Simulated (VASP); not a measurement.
# Si (P6/mmm) in VASP: notebook

Aim: see how the results for Si move with the level of theory and the settings. Levels: PW91, AM05, B3LYP, r2SCAN0, TPSSh. Tasks: band structure.

Everything below comes from runs of VASP 6.6.1. Logs are shortened: lines on timing, memory, paths and dates and some standing lists are left out, and cuts for length are marked.

## 1. Starting point

Symmetry: P6/mmm, No. 191, hexagonal system. The conventional cell has a = 4.121 Å, b = 4.121 Å, c = 2.655 Å, α = 90.00°, β = 90.00°, γ = 120.00°. Around Si (site symmetry -6m2) lie 5 Si at 2.38 to 2.65 Å.

The cell was built by a generator and needn't be a form met in nature.

## 2. Band structure, PW91

INCAR

```
SYSTEM = Si
PREC     = Accurate       ! precision mode
ENCUT    = 520            ! plane-wave cutoff, eV
EDIFF    = 1E-6           ! SCF threshold, eV
ISMEAR   = -1             ! smearing method
SIGMA    = 0.05           ! smearing width, eV
LREAL    = .FALSE.        ! projectors in reciprocal space
LASPH    = .TRUE.         ! aspherical terms in the spheres
NELM     = 100            ! most SCF steps
ALGO     = Normal         ! electronic algorithm
ISIF     = 2              ! what is computed and relaxed
LWAVE    = .FALSE.        ! write WAVECAR
LCHARG   = .FALSE.        ! write CHGCAR
GGA      = 91             ! functional
NBANDS   = 11             ! bands
```

KPOINTS

```
Automatic mesh
0
G
  8 8 10
  0 0 0
```

POSCAR

```
Si
1.0
    4.1209500000      0.0000000000      0.0000000000
   -2.0604700000      3.5688500000      0.0000000000
    0.0000000000      0.0000000000      2.6547900000
Si
2
Direct
    0.3333300000      0.6666700000      0.5000000000
    0.6666700000      0.3333300000      0.5000000000
```

KPOINTS_OPT

```
path GMKGALHA,LM,KH
10
line-mode
reciprocal
 0.0000000000  0.0000000000  0.0000000000  G
 0.5000000000  0.0000000000  0.0000000000  M

 0.5000000000  0.0000000000  0.0000000000  M
 0.3333333333  0.3333333333  0.0000000000  K

 0.3333333333  0.3333333333  0.0000000000  K
 0.0000000000  0.0000000000  0.0000000000  G

 0.0000000000  0.0000000000  0.0000000000  G
 0.0000000000  0.0000000000  0.5000000000  A

 0.0000000000  0.0000000000  0.5000000000  A
 0.5000000000  0.0000000000  0.5000000000  L

 0.5000000000  0.0000000000  0.5000000000  L
 0.3333333333  0.3333333333  0.5000000000  H

 0.3333333333  0.3333333333  0.5000000000  H
 0.0000000000  0.0000000000  0.5000000000  A

 0.5000000000  0.0000000000  0.5000000000  L
 0.5000000000  0.0000000000  0.0000000000  M

 0.3333333333  0.3333333333  0.0000000000  K
 0.3333333333  0.3333333333  0.5000000000  H
```

Potentials or basis: VASP PAW PBE potentials, release 64 (Si).

Command:

```console
$ cat potpaw_PBE.64/Si/POTCAR > POTCAR
$ mpirun -np 1 vasp_std > vasp.out
```

OUTCAR:

```text
SYSTEM = Si
   PREC = Accurate
   ENCUT = 520
   EDIFF = 1E-6
   ISMEAR = -1
   LREAL = .FALSE.
   LASPH = .TRUE.
   NELM = 100
   ISIF = 2
   GGA = 91

 ion  position               nearest neighbor table
   1  0.333  0.667  0.500-   2 2.38   2 2.38   2 2.38
   2  0.667  0.333  0.500-   1 2.38   1 2.38   1 2.38

  LATTYP: Found a hexagonal cell.
 ALAT       =     4.1209500000
 C/A-ratio  =     0.6442179595

  Lattice vectors:

 A1 = (   4.1209500000,   0.0000000000,   0.0000000000)
 A2 = (  -2.0604700000,   3.5688500000,   0.0000000000)
 A3 = (   0.0000000000,   0.0000000000,   2.6547900000)

Analysis of symmetry for initial positions (statically):
=====================================================================
 Subroutine PRICEL returns:
 Original cell was already a primitive cell.

 Routine SETGRP: Setting up the symmetry group for a
 hexagonal supercell.

 Subroutine GETGRP returns: Found  8 space group operations
 (whereof  8 operations were pure point group operations)
 out of a pool of 24 trial point group operations.

The static configuration has the point symmetry D_2h.

Analysis of symmetry for dynamics (positions and initial velocities):
=====================================================================
 Subroutine PRICEL returns:
 Original cell was already a primitive cell.

 Routine SETGRP: Setting up the symmetry group for a
 hexagonal supercell.

 Subroutine GETGRP returns: Found  8 space group operations
 (whereof  8 operations were pure point group operations)
 out of a pool of 24 trial point group operations.

The dynamic configuration has the point symmetry D_2h.

 Subroutine INISYM returns: Found  8 space group operations
 (whereof  8 operations are pure point group operations),
 and found     1 'primitive' translations

----------------------------------------------------------------------------------------

                                     Primitive cell

  volume of cell :      39.0441

  direct lattice vectors                    reciprocal lattice vectors
     4.120950000  0.000000000  0.000000000     0.242662493  0.140100813  0.000000000
    -2.060470000  3.568850000  0.000000000     0.000000000  0.280202306  0.000000000
     0.000000000  0.000000000  2.654790000     0.000000000  0.000000000  0.376677628

  length of vectors
     4.120950000  4.120949762  2.654790000     0.280202290  0.280202306  0.376677628

  position of ions in fractional coordinates (direct lattice)
[... 86 lines left out ...]
   ISYM   =      2    0-nonsym 1-usesym 2-fastsym
   POTIM  = 0.5000    time-step for ionic-motion
   TEBEG  =    0.0;   TEEND  =   0.0 temperature during run
   PSTRESS=    0.0 pullay stress
   NELECT =       8.0000    total number of electrons
   NUPDOWN=      -1.0000    fix difference up-down
   EMIN   =  10.00;   EMAX   =-10.00  energy-range for DOS
   EFERMI =   0.00;   METHOD = LEGACY
   ISMEAR =    -1;   SIGMA  =   0.05  broadening in eV -4-tet -1-fermi 0-gaus
   EFERMI_NEDOS =   21; number of points for ismear=-14 and -15
   IALGO  =     38    algorithm
   IMIX   =      4    mixing-type and parameters
     AMIX     =   0.40;   BMIX     =  1.00
     AMIX_MAG =   1.60;   BMIX_MAG =  1.00
  volume/ion in A,a.u.               =      19.52       131.74
  Fermi-wavevector in a.u.,A,eV,Ry     =   0.965131  1.823833 12.673523  0.931478
  Thomas-Fermi vector in A             =   2.094821
   LORBIT       =      0    0 simple, 1 ext, 2 COOP (PROOUT), +10 PAW based schemes
   GGA     = 91    functional components
   LHFCALC =     F    Hartree Fock is set to
   AEXX    =    0.0000 exact exchange contribution
   IVDW    =     0    specifies the selected vdW correction
   LEPSILON=     F    determine dielectric tensor
   LRPA    =     F    only Hartree local field effects (RPA)
 non-spin polarized calculation
  energy-cutoff  :      520.00
  volume of cell :       39.04
 maximum number of plane-waves:      1102
   NGX = 15   NGY = 15   NGZ =  9

 number of electron       8.0000000 magnetization

 Free energy of the ion-electron system (eV)
  ---------------------------------------------------
  ext. energy  EPLUGINS =         0.00000000
  ---------------------------------------------------
  free energy    TOTEN  =       -10.04532510 eV

  energy without entropy =      -10.03915659  energy(sigma->0) =      -10.04224084

 E-fermi :   6.1414     XC(G=0):  -9.6073

 val. band max:        6.1101344954   @ k =  -0.1250   0.3750   0.0000
 cond. band min:       6.2760060130   @ k =  -0.3750   0.2500   0.1000
 fundamental gap:      0.1658715176
 Fermi energy:         6.1413944842

 k-point     1 :       0.0000    0.0000    0.0000
  band No.  band energies     occupation
      1      -6.1613      2.00000
      2       3.2768      2.00000
      3       3.2771      2.00000
      4       3.3865      2.00000
      5       7.4145      0.00000
      6       7.4149      0.00000
      7      11.7093      0.00000
      8      12.4925      0.00000
      9      14.9265      0.00000
     10      19.0687      0.00000
     11      21.9050      0.00000
[... 309 lines left out ...]
 k-point    24 :      -0.1250    0.1250    0.1000
  band No.  band energies     occupation
      1      -5.8091      2.00000
      2       1.6358      2.00000
      3       3.1993      2.00000
      4       5.1326      2.00000
      5       7.5592      0.00000
      6       8.1632      0.00000
      7       9.8719      0.00000
      8      13.2721      0.00000
      9      16.8132      0.00000
     10      17.4619      0.00000
     11      19.6127      0.00000

 [... further k-points ...]

------------------------ aborting loop because EDIFF is reached ----------------------------------------

  FORCE on cell =-STRESS in cart. coord.  units (eV):
  Direction    XX          YY          ZZ          XY          YZ          ZX
  --------------------------------------------------------------------------------------
  -------------------------------------------------------------------------------------
  Total        0.0955376      0.0961040     -0.0139388      0.0004905      0.0000000      0.0000000
  in kB        3.9203880      3.9436295     -0.5719774      0.0201283      0.0000000      0.0000000
  external PRESSURE =       2.4306800 kB  Pullay stress =       0.0000000 kB

 VOLUME and BASIS-vectors are now :
 -----------------------------------------------------------------------------
  energy-cutoff  :      520.00
  volume of cell :       39.04
      direct lattice vectors                 reciprocal lattice vectors
     4.120950000  0.000000000  0.000000000     0.242662493  0.140100813  0.000000000
    -2.060470000  3.568850000  0.000000000     0.000000000  0.280202306  0.000000000
     0.000000000  0.000000000  2.654790000     0.000000000  0.000000000  0.376677628

 POSITION                                       TOTAL-FORCE (eV/Angst)
 -----------------------------------------------------------------------------------
     -0.00002      2.37925      1.32740         0.000431     -0.000249      0.000000
      2.06050      1.18960      1.32740        -0.000431      0.000249      0.000000
 -----------------------------------------------------------------------------------
    total drift:                                0.000000     -0.000000     -0.000000

  FREE ENERGIE OF THE ION-ELECTRON SYSTEM (eV)
  ---------------------------------------------------
  free  energy   TOTEN  =       -10.0453250966 eV

  energy  without entropy=      -10.0391565853  energy(sigma->0) =      -10.04224084
```

OSZICAR:

```text
N       E                     dE             d eps       ncg     rms          rms(c)
DAV:   1     0.842737233549E+01    0.84274E+01   -0.33265E+03  2772   0.591E+02
DAV:   2    -0.957501685295E+01   -0.18002E+02   -0.17318E+02  3573   0.849E+01
DAV:   3    -0.101379123168E+02   -0.56290E+00   -0.55926E+00  3577   0.132E+01
DAV:   4    -0.101426778457E+02   -0.47655E-02   -0.47638E-02  3429   0.145E+00
DAV:   5    -0.101427231051E+02   -0.45259E-04   -0.45259E-04  3474   0.132E-01    0.391E+00
DAV:   6    -0.100785154875E+02    0.64208E-01   -0.31132E-02  3197   0.721E-01    0.235E+00
DAV:   7    -0.100447138658E+02    0.33802E-01   -0.68439E-02  3126   0.111E+00    0.121E-01
DAV:   8    -0.100452724140E+02   -0.55855E-03   -0.29240E-03  3183   0.294E-01    0.530E-02
DAV:   9    -0.100453044804E+02   -0.32066E-04   -0.70235E-05  3581   0.504E-02    0.456E-02
DAV:  10    -0.100453259251E+02   -0.21445E-04   -0.28625E-05  3177   0.280E-02    0.121E-02
DAV:  11    -0.100453250966E+02    0.82851E-06   -0.82828E-07  2945   0.473E-03
   1 F= -.10045325E+02 E0= -.10042241E+02  d E =-.616851E-02
       N       E                     dE             ncg
DAV:   1     0.329315974613E+04   -0.19593E+05     1980
DAV:   2     0.165579197506E+04   -0.16374E+04     2607
DAV:   3     0.160451565198E+04   -0.51276E+02     2564
DAV:   4     0.160395060196E+04   -0.56505E+00     2382
DAV:   5     0.160394598370E+04   -0.46183E-02     2540
DAV:   6     0.160394593089E+04   -0.52810E-04     2510
DAV:   7     0.160394593011E+04   -0.77713E-06     2401
```

stdout:

```text
POSCAR found type information on POSCAR Si
 POSCAR found :  1 types and       2 ions
 scaLAPACK will be used
 -----------------------------------------------------------------------------
|                                                                             |
|                                                                             |
|     You enforced a specific xc type in the INCAR file but a different       |
|     I HOPE YOU KNOW WHAT YOU ARE DOING!                                     |
|                                                                             |
 -----------------------------------------------------------------------------

 LDA part: xc-table for (Slater(with rela. corr.)+CA(PZ))
 , standard interpolation
 POSCAR, INCAR and KPOINTS ok, starting setup
 FFT: planning ... GRIDC
 FFT: planning ... GRID_SOFT
 FFT: planning ... GRID
 WAVECAR not read
 entering main loop
 Start KPOINTS_OPT (optional k-point list driver)
k-point batch [1-90\90]
```

Run time: 62 s. Hardware: 1 thread of Intel Xeon Platinum 8259CL at 2.50GHz (Skylake/Cascade Lake), shared host; peak memory 0.2 GiB.

Results:

```
Free energy             : -10.0453 eV
Pressure                : 0.2 GPa
Band gap along the path : none (metal or under the smearing width)
```

Levels at the corners of the path, in eV from the Fermi level:
```tsv
point	band 1	band 2	band 3	band 4	band 5	band 6	band 7	band 8	band 9
Γ	-12.30	-2.86	-2.86	-2.75	1.27	1.27	5.57	6.35	8.79
M	-10.48	-8.79	-4.04	-1.29	6.15	7.03	7.14	7.79	8.17
M	-10.48	-8.79	-4.04	-1.29	6.15	7.03	7.14	7.79	8.17
K	-9.56	-9.56	-5.50	3.00	3.00	4.01	8.55	8.55	10.17
K	-9.56	-9.56	-5.50	3.00	3.00	4.01	8.55	8.55	10.17
Γ	-12.30	-2.86	-2.86	-2.75	1.27	1.27	5.57	6.35	8.79
Γ	-12.30	-2.86	-2.86	-2.75	1.27	1.27	5.57	6.35	8.79
A	-8.42	-5.87	-0.19	-0.19	1.20	3.13	4.30	4.30	5.36
A	-8.42	-5.87	-0.19	-0.19	1.20	3.13	4.30	4.30	5.36
L	-6.58	-5.00	-4.23	-2.58	-1.21	2.89	3.95	5.08	9.90
L	-6.58	-5.00	-4.23	-2.58	-1.21	2.89	3.95	5.08	9.90
H	-5.68	-5.68	-3.39	-3.39	-2.41	2.16	7.02	7.02	7.04
H	-5.68	-5.68	-3.39	-3.39	-2.41	2.16	7.02	7.02	7.04
A	-8.42	-5.87	-0.19	-0.19	1.20	3.13	4.30	4.30	5.36
L	-6.58	-5.00	-4.23	-2.58	-1.21	2.89	3.95	5.08	9.90
M	-10.48	-8.79	-4.04	-1.29	6.15	7.03	7.14	7.79	8.17
K	-9.56	-9.56	-5.50	3.00	3.00	4.01	8.55	8.55	10.17
H	-5.68	-5.68	-3.39	-3.39	-2.41	2.16	7.02	7.02	7.04
```

Caveat: the PAW data sets were made with another functional, which shifts forces and pressure a little.

(Continued in part 2 of 3.)
